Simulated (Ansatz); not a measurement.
# Pb in Ansatz: the effect of functional

The system is Pb.

```
CELL_PARAMETERS angstrom
2.99754 -1.72666 0.00000
2.99754 1.72666 0.00000
-2.08687 0.00000 6.01285
ATOMIC_POSITIONS crystal
Pb 0.90851 0.90851 0.72629
Pb 0.09149 0.09149 0.27371
```

This isn't the form of Pb at room conditions, which is fcc.

The cell isn't the ideal one: volume scaled by 0.96.

Alike in all runs:

| Item | Value |
| --- | --- |
| Program | Ansatz 0.2.0 |
| Task | single point |
| Potentials or basis | Ansatz PAW |
| k mesh | 9 × 9 × 5 |
| Occupations | fermi-dirac, width 0.05 eV |
| Spin | no spin polarisation |

```csv
functional,cutoff,pressure (GPa),largest force (eV/Å)
LDA,420 eV (not typed: the program's choice for these potentials),-1.6,0.11
PBEsol,420 eV (not typed: the program's choice for these potentials),-0.1,0.07
r2SCAN,500 eV (not typed: the program's choice for these potentials),?,?
```

**Question.** What does the run with functional r2SCAN give?

**Answer.** Pressure 1.5 GPa; largest force 0.08 eV/Å.

Caveats: the PAW data sets come from PBE, with cores solved anew for the run's functional, which leaves a small shift of forces and pressure.
